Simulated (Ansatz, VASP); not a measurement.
Two plane-wave programs on KI

```
I K
1.0
     0.00000    3.53277    3.53277
     3.53277    0.00000    3.53277
     3.53277    3.53277    0.00000
I K
1 1
Cartesian
  3.5328 3.5328 3.5328
  0.0000 0.0000 0.0000
```

Alike in both runs: functional LDA; k mesh 7 × 7 × 7; occupations fermi-dirac, width 0.05 eV; no spin polarisation.

|  | VASP | Ansatz |
| --- | --- | --- |
| version | VASP 6.6.1 | Ansatz 0.2.0 |
| potentials or method | VASP PAW LDA potentials, release 64 (I, K_sv) | Ansatz PAW |
| plane-wave cutoff (eV) | 520 | 420 |
| valence electrons in the cell | 16 | 26 |
| task | single point | band structure |

```csv
,VASP,Ansatz,Ansatz less VASP
gap on the k mesh at the Fermi level (eV),3.61,3.61,-0.009
least direct gap on the mesh (eV),3.61,3.61,-0.009
pressure (GPa),-1.3,-1.3,-0.02
```

The two sets of potentials don't hold the same shells in valence.

Caveats: spin-orbit coupling is left out, which moves the levels of the heavy elements; the PAW data sets come from PBE, with cores solved anew for the run's functional, which leaves a small shift of forces and pressure (Ansatz).
